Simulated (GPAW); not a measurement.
Runs of GPAW 26.7.0 on Ag. The structure is hexagonal, space group P6_3/mmc (No. 194). Conventional cell: a = 2.930 Å, b = 2.930 Å, c = 4.790 Å, α = 90.00°, β = 90.00°, γ = 120.00°. Ag (site symmetry -6m2) has 12 Ag at 2.93 Å as nearest neighbours. This isn't the form of Ag at room conditions, which is fcc.

```csv
task,level,cell,k mesh,optimizer,fmax,max steps,convergence,gap on the mesh (eV),pressure (GPa),relaxed volume (Å³/atom)
relaxation of cell and atoms,PBEsol+D3(BJ),relaxed,8 × 8 × 4,BFGS,0.02 eV/Å,60,density=1e-05 forces=0.0001,none,0.1,(a)
relaxation of cell and atoms,PBEsol+D4,relaxed,8 × 8 × 4,BFGS,0.02 eV/Å,60,density=1e-05 forces=0.0001,none,0.1,16.33
relaxation of cell and atoms,PBEsol+D3,relaxed,8 × 8 × 4,BFGS,0.02 eV/Å,60,density=1e-05 forces=0.0001,none,0.1,16.14
single point,PBEsol,as given,10 × 10 × 6,-,-,-,-,none,-6.1,-
relaxation of cell and atoms,PBEsol+D3(BJ)+ATM,relaxed,8 × 8 × 4,BFGS,0.02 eV/Å,60,density=1e-05 forces=0.0001,none,0.1,(b)
relaxation of cell and atoms,PBEsol,relaxed,8 × 8 × 4,BFGS,0.02 eV/Å,60,density=1e-05 forces=0.0001,none,0.0,16.77
```

Alike in all rows: potentials or basis PAW data sets generated in the run's folder for this functional, pw; no spin polarisation; cutoff (eV) 600; smearing fermi-dirac 0.05 eV.

Task: Fill in the values left out.

Result: (a) 16.02; (b) 16.19.

Caveats: later steps reuse the first step's grids (some runs); pairwise dispersion overbinds metals, which lowers pressure and volume (some runs).

A k mesh can miss the band edges, and the runs leave out spin-orbit coupling on Ag.

A gap of «none» marks a metal or a gap under the smearing width.

Not every run made on this cell is shown here.
